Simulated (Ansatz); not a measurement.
A relaxed cell of Ge is given with its symmetry left out. The cell was found from a structure generator's guess, not taken from experiment.

The calculation used Ansatz, DFT PBE, scalar-relativistic, plane waves, PAW. Cutoff 420 eV, Γ-centred mesh, Gaussian smearing, no spin polarisation.

```
Ge
1.0
     4.06937    0.00000    0.00000
    -2.03469    3.52418    0.00000
     0.00000    0.00000   26.63372
Ge
16
Cartesian
  0.0000 0.0000 1.2463
  0.0000 0.0000 14.5631
  0.0000 0.0000 12.0706
  0.0000 0.0000 25.3875
  0.0000 2.3495 2.0778
  2.0347 1.1747 15.3947
  0.0000 2.3495 11.2391
  2.0347 1.1747 24.5559
  0.0000 2.3495 4.5675
  2.0347 1.1747 17.8844
  0.0000 2.3495 8.7493
  2.0347 1.1747 22.0662
  0.0000 2.3495 21.2321
  2.0347 1.1747 7.9152
  0.0000 2.3495 18.7185
  2.0347 1.1747 5.4016
```

Energies count from the standard state of Ge at the same level.

(1) What space group does it have?

(2) How far does it lie from the standard state of Ge?

(3) Is it a metal?

Results:

(1) P6_3/mmc (No. 194). Conventional cell: a = 4.069 Å, c = 26.634 Å. Ge on its first site has 4 Ge at 2.49 Å; Ge on its second site has 4 Ge at 2.49 Å; Ge on its third site has 4 Ge at 2.49 Å; around Ge on its fourth site lie 4 Ge at 2.49–2.51 Å.

(2) 0.00 eV/atom. It is level with the standard state within the noise.

(3) There is no gap on the 12×12×2 mesh, but valence and conduction bands meet within 0.015 eV, so at this level it has a zero gap rather than a metal's Fermi surface.

The last run used a 12×12×2 mesh (in the run's order of axes) for its 16-atom cell and Gaussian smearing of 0.10 eV. The zero gap may come from the functional, which often closes small gaps. A structure relaxed within its symmetry needn't be a true minimum.
